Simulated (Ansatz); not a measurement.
## Ligand exchange: GeH3(NH2) + C3H8S → GeH3(SH) + C3H9N

Species: GeH3(NH2), singlet; C3H8S (1-propanethiol) `CCCS`, singlet; GeH3(SH), singlet; C3H9N (propylamine) `CCCN`, singlet. The partners trade NH2 for SH: Ge–NH2 and C–SH bonds give way to Ge–SH and C–NH2.

Shapes, held fixed at every level: PBE0-D4/def2-TZVP. Flexible molecules stand in one conformer, not always the lowest. Programs: Ansatz 0.2.0. Electronic energies: no zero-point or thermal term.

Task: Estimate ΔE of this reaction.

Result: The highest level, CCSD(T)/def2-TZVPP, gives ΔE = -20.0 kJ/mol; the levels span -26.5 to -16.1. The column of differences is taken from that level and isn't an error. No measured value is set beside it here. Relativity is left out for Ge unless named. Correlated rows may include outer-core shells of Ge, which these sets cover unevenly.

| level | kind | ΔE (kJ/mol) | less CCSD(T)/def2-TZVPP |
| --- | --- | --- | --- |
| PBE-D4/def2-TZVPP | GGA | -25.5 | -5.5 |
| r2SCAN-D4/def2-TZVPP | meta-GGA | -23.9 | -3.9 |
| PBE0-D4/def2-TZVPP | global hybrid | -26.5 | -6.5 |
| wB97M-V/def2-TZVPP | range-separated hybrid | -22.1 | -2.1 |
| B2PLYP/def2-TZVPP | double hybrid | -21.3 | -1.3 |
| MP2/def2-TZVPP | perturbation theory | -16.1 | +3.9 |
| CCSD(T)/def2-TZVPP | coupled cluster or CI | -20.0 | 0.0 |
